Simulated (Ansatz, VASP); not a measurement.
# Cross-check of Al (Al wire along [110], 12 atoms a period) between VASP and Ansatz

Aim: how closely do two programs agree when they are given the same cell, functional and k mesh? The structure shown is the start of the Ansatz relaxation below; VASP solves that cell, so the two are compared at the walk's first step.

Program: Ansatz 0.2.0. Level of theory: plane waves, with VASP 6.6.1 beside it; single point at PBE. Results are calculated unless marked as measured.

### 1. Starting point

The cell holds 12 atoms: 12 Al. Its edges and angles: a = 14.880 Å, b = 13.942 Å, c = 2.857 Å, α = 90.0°, β = 90.0°, γ = 90.0°. Vacuum lies along a and b. The structure's axis is c.

### 2. Ansatz: relaxation, PBE

Ansatz runs on its default PAW (the set named soft_2) files.

The two programs are compared at the cell with which this relaxation starts, whose forces are those of its first step.

The input, input.yaml:

```yaml
crystal:
  lattice:
    - [14.88, 0.0, 0.0]
    - [0.0, 13.942, 0.0]
    - [0.0, 0.0, 2.856711396]
  atoms:
    - { symbol: Al, position: [0.228494624, 0.448767135, 0.0] }
    - { symbol: Al, position: [0.5, 0.243867451, 0.0] }
    - { symbol: Al, position: [0.5, 0.448767135, 0.0] }
    - { symbol: Al, position: [0.771505376, 0.448767135, 0.0] }
    - { symbol: Al, position: [0.364247312, 0.346317293, 0.5] }
    - { symbol: Al, position: [0.364247312, 0.551216977, 0.5] }
    - { symbol: Al, position: [0.364247312, 0.756116661, 0.5] }
    - { symbol: Al, position: [0.635752688, 0.346317293, 0.5] }
    - { symbol: Al, position: [0.635752688, 0.551216977, 0.5] }
    - { symbol: Al, position: [0.635752688, 0.756116661, 0.5] }
    - { symbol: Al, position: [0.5, 0.653666819, 0.0] }
    - { symbol: Al, position: [0.771505376, 0.653666819, 0.0] }
kpoints:
  mp_grid: { grid: [1, 1, 29] }
scf:
  occupations: { method: fermi_dirac, width: 0.05 }
hamiltonian:
  xc: pbe
relax:
  cell: { fix: [a, b, alpha, beta, gamma] }
  max_steps: 60
```

Command:

```sh
ansatz run input.yaml --threads 8 --pin off --max-ram 16384MiB --backend cpu --events-out ev --progress --plain --runs-dir out
```

Numbers of over 12 decimals in the logs are rounded to 6 here.

Log:

```text
Engine: ansatz 0.2.0, aarch64-unknown-linux-gnu
Pseudopotentials: kind: paw
Pseudopotential: Al, paw, valence charge 3, recommended cutoff 420 eV (normal), Al.paw.azcp
Functional definition: PBE
  parameter kappa = 0.804
  parameter beta = 0.066725
  exchange = pbe_x(kappa = kappa, mu = beta*pi^2/3)
  correlation = pbe_c(beta = beta)
Crystal: 12 atoms, lattice volume = 592.645 Å³
Basis set: ecut = 420 eV, 11575 PW (Γ), exchange–correlation on 200×192×40 points (8 copies of the dense FFT grid, shifted against one another)
Bands: 30, of which v1, the nominal top of the filled ones, is band 18 counted from 1 (17 counted from 0)
Symmetry: 2 space group operations
Space group: Pm (ITA 6), of the structure as read, at distance tolerance 8.4e-5 Å
k-points: 15 of 29
Non-local potential: Al, projectors of the file, l = 0: 2, l = 1: 2, l = 2: 1
PAW form: soft (Blöchl's): semilocal exchange-correlation on the pseudo side does not see the compensation charge
PAW one-centre angular grid: Al, 110 points (default); XC on 64 Gauss nodes
Initial density: superposition of atomic densities (neutral atoms: chi_scale 0, normalization atom), corrected by the library's trained network
Initial wavefunctions: pseudopotential atomic-orbital guess
Functional: x = pbe(κ = 0.804, μ = 0.219515), c = pbe(β = 0.066725)
SCF iter   1: F=—  HF=-6444.509331 eV  |F-HF|=—  |Δ(HF+E_count)|=         —  Δρ=2.05e-3  dr2=2.05e-1  ethr=1.77e-3  ⟨swp⟩=11.0  Hψ=3097  notcnv=0  defer=9
preconditioner: auto → LDOS  [metal: Δε(μ)=0.050 eV  Ē_g=5.679 eV  σ=0.050 eV  W_gap=0.24  n_scr=46 (ndim 8)  ℏωp=9.2 eV  f_vac=0.420  D(μ)=6.62/eV (n_scr^D=36)  β→1.0]
SCF iter   2: F=—  HF=-6444.488996 eV  |F-HF|=—  |Δ(HF+E_count)|=   2.03e-2  Δρ=6.62e-4  dr2=8.39e-3  ethr=5.69e-4  ⟨swp⟩=2.8  Hψ=679  notcnv=0  defer=35
SCF iter   3: F=—  HF=-6444.489857 eV  |F-HF|=—  |Δ(HF+E_count)|=   8.61e-4  Δρ=2.10e-4  dr2=1.08e-3  ethr=2.33e-5  ⟨swp⟩=2.4  Hψ=767  notcnv=0  defer=36
SCF iter   4: F=—  HF=-6444.489842 eV  |F-HF|=—  |Δ(HF+E_count)|=   1.52e-5  Δρ=5.95e-5  dr2=7.72e-5  ethr=3.00e-6  ⟨swp⟩=2.1  Hψ=640  notcnv=0  defer=36
SCF iter   5: F=—  HF=-6444.490184 eV  |F-HF|=—  |Δ(HF+E_count)|=   3.42e-4  Δρ=1.90e-5  dr2=8.69e-6  ethr=2.15e-7  ⟨swp⟩=2.1  Hψ=707  notcnv=0  defer=36
SCF iter   6: F=—  HF=-6444.490184 eV  |F-HF|=—  |Δ(HF+E_count)|=   4.38e-7  Δρ=5.23e-6  dr2=5.84e-7  ethr=2.41e-8  ⟨swp⟩=2.6  Hψ=720  notcnv=0  defer=36
SCF iter   7: F=-6444.490184 eV  HF=-6444.490185 eV  |F-HF|=2.37e-8  |Δ(HF+E_count)|=   5.66e-8  Δρ=1.67e-6  dr2=5.34e-8  ethr=2.78e-10  ⟨swp⟩=5.5  Hψ=1649  notcnv=0
SCF 1 converged in 7 iterations: F = -6444.490184 eV  dr2 = 5.34e-8
  greatest PAW one-centre occupation: 0.508 electrons in one spin orbital (limit 2), on the Al atom at site 6 (counted from 0), in its partial waves of l = 0
relax step   1: F+E_penalty+E_count = -6444.49018449 eV  Δ(F+E_penalty+E_count) = +0.000e0 eV  max|allowed force component| = 5.046e-1 eV/Å  Δτ_max = 0.0000 Å  P = -1.099 GPa  Ω = 592.645 Å³  fix = [a, b, alpha, beta, gamma]  reactions: a +0.007, b -1.314 GPa; gamma +0.020 GPa/rad  (7 SCF iters, dr2 threshold 1.00e-7 eV, accepted)
[...]
relax step   6: F+E_penalty+E_count = -6444.95101197 eV  Δ(F+E_penalty+E_count) = -7.031e-3 eV  max|allowed force component| = 3.342e-2 eV/Å  Δτ_max = 0.0512 Å  P = +0.052 GPa  Ω = 565.921 Å³  energy of the carried Pulay correction = +3.599e-3 eV  fix = [a, b, alpha, beta, gamma]  reactions: a +0.110, b -0.022 GPa; gamma +0.003 GPa/rad  (6 SCF iters, dr2 threshold 5.17e-7 eV, accepted)
[...]
relax step   7: F+E_penalty+E_count = -6444.95111726 eV  Δ(F+E_penalty+E_count) = -1.053e-4 eV  max|allowed force component| = 5.464e-2 eV/Å  Δτ_max = 0.0174 Å  P = -0.012 GPa  Ω = 566.612 Å³  energy of the carried Pulay correction = +3.503e-3 eV  fix = [a, b, alpha, beta, gamma]  reactions: a +0.036, b -0.058 GPa; gamma +0.014 GPa/rad  (6 SCF iters, dr2 threshold 6.98e-8 eV, accepted)
[...]
relax step   8: F+E_penalty+E_count = -6444.95181942 eV  Δ(F+E_penalty+E_count) = -7.022e-4 eV  max|allowed force component| = 6.771e-3 eV/Å  Δτ_max = 0.0144 Å  P = +0.015 GPa  Ω = 566.531 Å³  energy of the carried Pulay correction = +3.515e-3 eV  fix = [a, b, alpha, beta, gamma]  reactions: a +0.081, b -0.043 GPa; gamma +0.007 GPa/rad  (5 SCF iters, dr2 threshold 1.87e-7 eV, accepted)
[...]
relax step   9: F+E_penalty+E_count = -6444.94952325 eV  Δ(F+E_penalty+E_count) = +2.296e-3 eV  max|allowed force component| = 6.688e-3 eV/Å  Δτ_max = 0.0000 Å  P = +0.007 GPa  Ω = 566.531 Å³  fix = [a, b, alpha, beta, gamma]  reactions: a +0.076, b -0.049 GPa; gamma +0.007 GPa/rad  stress off target by 6.12e-3 GPa on what of the cell is left free  SCF on the basis re-selected at this cell (its energy is not comparable with the rows above)  (6 SCF iters)
basis re-selected at this cell: Δ(F+E_penalty+E_count) = +2.296e-3 eV, ΔP = -0.008 GPa vs the last step (what re-selecting the basis moved, of the pressure what is left beyond the Pulay correction that the steps carried, after the strain that the cell walked since its last selection, with what the two solves' SCF thresholds leave and, on support functions, any second-order correction that the steps lacked; it is no m [...]
SCF converged after 6 iterations
Free energy (F): -6444.949523 eV
Harris-Foulkes:  -6444.949523 eV  (|F-HF|=4.55e-12)
Internal energy: -6444.907396 eV  (E = F + TS)
E sigma→0 (E₀):  -6444.928460 eV
Entropy (-TS):   -0.042127 eV (-3.511 meV/atom)
Fermi energy:    0.391517 eV
--- Per-component energies (eV) ---
  E_band       = -133.135694
  E_kinetic    = 256.391004
  E_local      = -2830.258058  (includes V_loc(G=0)·N_el)
  E_nonlocal   = 128.635151
  E_hartree    = 1344.282787
  E_xc         = -465.586879
  E_vxc        = -332.095575  (∫ρ·V_xc dr)
  E_paw        = -5608.411642  (= ΣΔE_a)
  E_vpaw       = -44.373713  (= ΣTr[D̂ρ^β])
  E_aug_tail   = -0.000024  (compensation charges beyond the density's cutoff)
  E_ewald      = 730.040264
  E_smearing   = -0.042127  (= −TS)
  E_closure    = 0.000000  (closes the sum)
  Σ components = -6444.949523   (vs F -6444.949523, Δ=0.00e0)
--- Forces (eV/Å), atoms counted from 1 ---
  atom   1  Al     0.00216929     0.00303679     0.00000000
  atom   2  Al    -0.00023225     0.00221120     0.00000000
  atom   3  Al    -0.00000668     0.00245191     0.00000000
  atom   4  Al     0.00050602    -0.00103477     0.00000000
  atom   5  Al    -0.00020757    -0.00338443     0.00000000
  atom   6  Al    -0.00134675     0.00391407     0.00000000
  atom   7  Al    -0.00097371    -0.00204336     0.00000000
  atom   8  Al     0.00132094     0.00386442     0.00000000
  atom   9  Al     0.00136493    -0.00222663     0.00000000
  atom  10  Al    -0.00291452    -0.00668845     0.00000000
  atom  11  Al    -0.00166312     0.00011192     0.00000000
  atom  12  Al     0.00199856    -0.00021250     0.00000000
  max |Σ_I F_I| component: 1.51e-5 eV/Å
--- Stress (GPa, compression-positive) ---
        0.076458      -0.007318       0.000000
       -0.007318      -0.049059       0.000000
        0.000000       0.000000      -0.006125
  P = ⅓ Tr σ = 0.0071 GPa (0.071 kbar)
--- Relaxed structure (8 steps of the walk, 8 accepted, 1 SCFs on fresh bases) ---
  F+E_penalty+E_count = -6444.94952325 eV   max|allowed force component| = 6.688e-3 eV/Å   (the final SCF, on the basis selected at the relaxed cell)
  cell:  # Å, volume = 566.5313 Å³
    - [14.88, 0, 0.0]
    - [0, 13.942, 0.0]
    - [0.0, 0.0, 2.730838]
  atoms:
    - { symbol: Al, position: [0.219113, 0.438307, 0.0] }
    - { symbol: Al, position: [0.501873, 0.266834, 0.0] }
    - { symbol: Al, position: [0.495429, 0.463593, 0.0] }
    - { symbol: Al, position: [0.784401, 0.441723, 0.0] }
    - { symbol: Al, position: [0.358467, 0.351804, 0.5] }
    - { symbol: Al, position: [0.347799, 0.550436, 0.5] }
    - { symbol: Al, position: [0.352309, 0.739907, 0.5] }
    - { symbol: Al, position: [0.640986, 0.355645, 0.5] }
    - { symbol: Al, position: [0.638459, 0.549912, 0.5] }
    - { symbol: Al, position: [0.649106, 0.742612, 0.5] }
    - { symbol: Al, position: [0.498305, 0.666342, 0.0] }
    - { symbol: Al, position: [0.785259, 0.637689, 0.0] }
```

### 3. VASP: single point, PBE, start cell

The same cell, functional, mesh and smearing now go to VASP, with its own data sets.

Lines of VASP's logs that name or quote its potential files are left out, and so is its time.

The input, INCAR:

```
SYSTEM = Al
PREC = Accurate
ENCUT = 400
EDIFF = 1E-06
NELM = 120
ISMEAR = -1
SIGMA = 0.05
LREAL = .FALSE.
ALGO = Normal
GGA = PE
NBANDS = 30
LORBIT = 11
LWAVE = .FALSE.
LCHARG = .FALSE.
ISIF = 2
LASPH = .TRUE.
GGA_COMPAT = .FALSE.
KPAR = 2
```

The input, POSCAR:

```
Al
1.0
   14.8800000000      0.0000000000      0.0000000000
    0.0000000000     13.9420000000      0.0000000000
    0.0000000000      0.0000000000      2.8567110000
Al
12
Direct
    0.2284946237      0.4487671066      0.0000000000
    0.5000000000      0.2438674509      0.0000000000
    0.5000000000      0.4487671066      0.0000000000
    0.7715053763      0.4487671066      0.0000000000
    0.3642473118      0.3463173146      0.5000001750
    0.3642473118      0.5512169703      0.5000001750
    0.3642473118      0.7561166260      0.5000001750
    0.6357526882      0.3463173146      0.5000001750
    0.6357526882      0.5512169703      0.5000001750
    0.6357526882      0.7561166260      0.5000001750
    0.5000000000      0.6536668340      0.0000000000
    0.7715053763      0.6536668340      0.0000000000
```

The input, KPOINTS:

```
Automatic mesh
0
Gamma
1 1 29
0 0 0
```

Potentials, in the order of the species: Al (PBE family, release 64).

Command:

```sh
mpirun -np 2 vasp_std
```

Log:

```text
[banner, memory and clock lines left out]
running    2 mpi-ranks, on    1 nodes
 distrk:  each k-point on    1 cores,    2 groups
 distr:  one band on    1 cores,    1 groups

 POSCAR found type information on POSCAR Al
 POSCAR found :  1 types and      12 ions
 LDA part: xc-table for (Slater+PW92), standard interpolation
 POSCAR, INCAR and KPOINTS ok, starting setup
 FFT: planning ... GRIDC
 FFT: planning ... GRID_SOFT
 FFT: planning ... GRID
 WAVECAR not read
 entering main loop
       N       E                     dE             d eps       ncg     rms          rms(c)
DAV:   1     0.900444393767E+02    0.90044E+02   -0.92643E+03   900   0.684E+02
DAV:   2    -0.350711926830E+02   -0.12512E+03   -0.11853E+03  1184   0.125E+02
DAV:   3    -0.420921518450E+02   -0.70210E+01   -0.68797E+01  1192   0.296E+01
DAV:   4    -0.423619910738E+02   -0.26984E+00   -0.26932E+00  1458   0.683E+00
DAV:   5    -0.423685352876E+02   -0.65442E-02   -0.65436E-02  1498   0.101E+00    0.531E+00
DAV:   6    -0.397506869944E+02    0.26178E+01   -0.73168E+00  1046   0.856E+00    0.265E+00
DAV:   7    -0.395481839053E+02    0.20250E+00   -0.79806E-01  1120   0.311E+00    0.146E+00
DAV:   8    -0.394378994160E+02    0.11028E+00   -0.24781E-01  1120   0.166E+00    0.639E-01
DAV:   9    -0.394146526517E+02    0.23247E-01   -0.47395E-02  1144   0.810E-01    0.339E-01
DAV:  10    -0.394072546726E+02    0.73980E-02   -0.13843E-02  1216   0.434E-01    0.199E-01
DAV:  11    -0.394055095108E+02    0.17452E-02   -0.49499E-03  1096   0.256E-01    0.110E-01
DAV:  12    -0.394067628562E+02   -0.12533E-02   -0.36665E-03  1074   0.203E-01    0.673E-02
DAV:  13    -0.394084974325E+02   -0.17346E-02   -0.11945E-03  1058   0.135E-01    0.385E-02
DAV:  14    -0.394094340819E+02   -0.93665E-03   -0.33651E-04  1052   0.885E-02    0.249E-02
DAV:  15    -0.394103011617E+02   -0.86708E-03   -0.23704E-04  1074   0.730E-02    0.160E-02
DAV:  16    -0.394108932378E+02   -0.59208E-03   -0.86329E-05  1102   0.444E-02    0.112E-02
DAV:  17    -0.394112484751E+02   -0.35524E-03   -0.34562E-05  1146   0.237E-02    0.765E-03
DAV:  18    -0.394114474250E+02   -0.19895E-03   -0.17921E-05  1046   0.156E-02    0.329E-03
DAV:  19    -0.394115097971E+02   -0.62372E-04   -0.59476E-06   944   0.955E-03    0.170E-03
DAV:  20    -0.394115245688E+02   -0.14772E-04   -0.22763E-06   912   0.528E-03    0.684E-04
DAV:  21    -0.394115278402E+02   -0.32713E-05   -0.70839E-07   868   0.286E-03    0.364E-04
DAV:  22    -0.394115286191E+02   -0.77898E-06   -0.11440E-07   790   0.138E-03
   1 F= -.39411529E+02 E0= -.39381845E+02  d E =-.593675E-01
```

[end of part 1 of 2]

[Lines on the potential files, build, host, timing and source positions are cut from VASP's logs without a mark.]

[Logs are printed without paths, hosts, clocks, repeated set-up lines and the standing remarks that a program may print on its own settings, such as how far it seeks lower states.]

[Hosts, paths, dates, database ids (printed as entryN), source tags and the programs' standing remarks are cut or masked in the printed files.]
